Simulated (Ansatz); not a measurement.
## Ta$_{4}$N$_{5}$ (I4/m): electronic heat capacity and spin susceptibility from the density of states

These are results of DFT PBEsol, scalar-relativistic, plane waves, PAW (Ansatz), not measurements.

Plane waves to 420 eV, a k mesh through Γ of 10×10×10 on the computed 9-atom cell and Gaussian smearing (0.10 eV); no spin polarisation.

Relaxed cell: I4/m, a = 6.826 Å, b = 6.826 Å, c = 4.254 Å, α = 90.00°, β = 90.00°, γ = 90.00°, 9 atoms in the primitive cell. Whether it is the stable form of this composition wasn't checked.

The density of states at the Fermi level is 1.518 states/eV in the cell of 9 atoms (1 formula unit; both spins, tetrahedra on a 15×15×15 mesh). Averaged over bins of 0.1 eV the density runs from 1.4 to 1.9 states/eV within 0.2 eV of the Fermi level, so the figure hangs on the exact place of that level.

Problem. What Sommerfeld coefficient and Pauli susceptibility does this give?

Solution. Per formula unit N(E_F) = 1.518 states/eV. γ = (π²/3) k_B² N(E_F) N_A = 2.357 mJ/(mol K²) per state/eV, so γ = 3.6 mJ/(mol K²), a mole of formula units. χ_P = μ_B² N(E_F) N_A = 3.23×10⁻⁵ emu/mol per state/eV gives 4.9×10⁻⁵ emu/mol. This is the bare band result: a measured γ of the same phase is as a rule larger by a factor 1 + λ from phonons and spin fluctuations, the spin part of χ is larger by the Stoner factor, and a measured χ also holds orbital and core terms. N(E_F) at one energy is sensitive to the mesh where the density of states has sharp peaks.

Spin-orbit coupling is left out, which matters for the bands of heavy elements.

Cost: 1 run of about 5 core-minutes, on Arm Neoverse V2 (shared hosts).